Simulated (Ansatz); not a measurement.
# How far is PAW off for Te?

```yaml
crystal:
  lattice:
    - [-1.92620, 1.92620, 1.92620]
    - [1.92620, -1.92620, 1.92620]
    - [1.92620, 1.92620, -1.92620]
  atoms:
    - { symbol: Te, position: [0.00000, 0.00000, 0.00000] }
```

Conventional cell: a = 3.852 Å, b = 3.852 Å, c = 3.852 Å, α = 90.00°, β = 90.00°, γ = 90.00°. Te (atom 1) is surrounded by 8 Te at 3.34 Å.

The cell was built from the bcc type and relaxed in the same program, and has space group Im-3m; it needn't be a known or the stable phase.

Spin–orbit coupling is left out, though it moves levels of the heavy atoms by tenths of an eV or more.

Levels of theory: DFT, PBE, PAW with Ansatz's default frozen-core files, scalar-relativistic (Ansatz 0.2.0); DFT, PBE, all-electron PAW with datasets made for the crystal, scalar-relativistic (Ansatz 0.2.0); DFT, PBE, all-electron LAPW, scalar-relativistic (Ansatz 0.2.0).

For PAW: a Γ-centred 14×14×14 k mesh, Fermi–Dirac smearing of 0.05 eV, cutoff 420 eV, no spin polarisation. The crystal-made all-electron datasets (AE datasets) take a cutoff of 160 eV at this cell. LAPW targets a basis error of 0.25 meV/atom. The Ansatz runs share mesh, smearing and spin set-up. Plane-wave (PAW) pressures include the program's estimate of the Pulay term.

Stress and pressure are positive in compression.

Levels count from the Fermi level.

| quantity | PAW | AE datasets | LAPW |
| --- | --- | --- | --- |
| pressure (GPa) | 0.03 | 0.04 | 0.04 |
| highest filled level at P (eV) | -3.303 | -3.303 | -3.303 |
| lowest empty level at P (eV) | 13.309 | 13.312 | 13.312 |
| highest filled level at N (eV) | -5.827 | -5.827 | -5.826 |
| lowest empty level at N (eV) | 0.099 | 0.099 | 0.099 |
